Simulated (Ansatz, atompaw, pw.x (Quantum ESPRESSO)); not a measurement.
pw.x on fcc Co: one setting changed

Potential: PAW, atompaw 4.2.0.5, PBE; core [Ar], reference 3d8 4s1 4p0; waves: 4s (bound): rc 2.02 bohr; 4s channel at 2.75 Ry: rc 2.76 bohr; 4p (bound, empty): rc 2.76 bohr; 4p channel at 0.85 Ry: rc 2.76 bohr; 3d (bound): rc 1.28 bohr; 3d channel at 0.8 Ry: rc 1.28 bohr; local part: bessel scheme, radius 2.06 bohr; core correction: smooth core density matched at 2.30 bohr; augmentation: sinc compensation charge, radius 2.30 bohr; PAW radius 2.76 bohr; waves and projectors: custom rrkj gramschmidtortho.

The reference run (k-mesh 16³, cutoffs 135/900 Ry, Fermi–Dirac 0.01 Ry, mixing_beta 0.4, conv_thr 1e-9, no spin) gives 0.75 GPa at 10.382 Å³/atom, where all-electron LAPW gives -0.50 GPa. This run, with its own iteration cap, changes degauss to 0.02.

```
&control
  calculation='scf', prefix='x', pseudo_dir='./', outdir='./tmp', tstress=.true., disk_io='none'
/
&system
  ibrav=0, nat=1, ntyp=1, ecutwfc=135, ecutrho=900, nbnd=12,
  occupations='smearing', smearing='fd', degauss=0.02
/
&electrons
  conv_thr=1e-09, mixing_beta=0.4, electron_maxstep=70
/
ATOMIC_SPECIES
Co 1.0 Co.UPF
CELL_PARAMETERS angstrom
  0.00000000 1.73147813 1.73147813
  1.73147813 0.00000000 1.73147813
  1.73147813 1.73147813 0.00000000
ATOMIC_POSITIONS crystal
Co 0.0000 0.0000 0.0000
K_POINTS automatic
16 16 16 0 0 0
```

```bash
pw.x < Co.scf.in > Co.scf.out
```

Task: How does the run end?

Result: It converges in 8 iterations; the free energy moves by -196.8 meV/atom and the pressure by +3.78 GPa. In a metal, with Fermi–Dirac smearing, F lies below its zero-width value by a term in the square of the width.

```
Message from routine setup:
     using ibrav=0 with symmetry is DISCOURAGED, use correct ibrav instead
     lattice parameter (alat)  =       4.6273  a.u.
     unit-cell volume          =      70.0612 (a.u.)^3
     number of electrons       =         9.00
     number of Kohn-Sham states=           12
     kinetic-energy cutoff     =     135.0000  Ry
     charge density cutoff     =     900.0000  Ry
     scf convergence threshold =      1.0E-09
     Exchange-correlation= SLA PW PBX PBC
     number of k points=   145  Fermi-Dirac smearing, width (Ry)=  0.0200
     iteration #  1     ecut=   135.00 Ry     beta= 0.40
     total energy              =    -162.14038438 Ry
     estimated scf accuracy    <       0.28106978 Ry
     iteration #  2     ecut=   135.00 Ry     beta= 0.40
     total energy              =    -162.22462664 Ry
     estimated scf accuracy    <       0.03433448 Ry
     iteration #  3     ecut=   135.00 Ry     beta= 0.40
     total energy              =    -162.24570274 Ry
     estimated scf accuracy    <       0.00753583 Ry
     iteration #  4     ecut=   135.00 Ry     beta= 0.40
     total energy              =    -162.24659715 Ry
     estimated scf accuracy    <       0.00001071 Ry
     iteration #  5     ecut=   135.00 Ry     beta= 0.40
     total energy              =    -162.24662143 Ry
     estimated scf accuracy    <       0.00005647 Ry
     iteration #  6     ecut=   135.00 Ry     beta= 0.40
     total energy              =    -162.24664671 Ry
     estimated scf accuracy    <       0.00000036 Ry
     iteration #  7     ecut=   135.00 Ry     beta= 0.40
     total energy              =    -162.24664675 Ry
     estimated scf accuracy    <          5.9E-09 Ry
     iteration #  8     ecut=   135.00 Ry     beta= 0.40
     the Fermi energy is    16.6490 ev
!    total energy              =    -162.24664676 Ry
     estimated scf accuracy    <          2.5E-11 Ry
     smearing contrib. (-TS)   =      -0.03637465 Ry
     The total energy is F=E-TS. E is the sum of the following terms:
     one-electron contribution =      -0.76050956 Ry
     hartree contribution      =       6.46768989 Ry
     xc contribution           =      -9.87013306 Ry
     ewald contribution        =     -56.74994188 Ry
     one-center paw contrib.   =    -101.29737749 Ry
     convergence has been achieved in   8 iterations
          total   stress  (Ry/bohr**3)                   (kbar)     P=       45.25
     Message from routine punch:
     Nothing written, as per user request (disk_io='none')
```

The run took about 28 s on one core of a shared host (Intel(R) Xeon(R) 6975P-C, 192 threads, 1512 GiB, load 93).
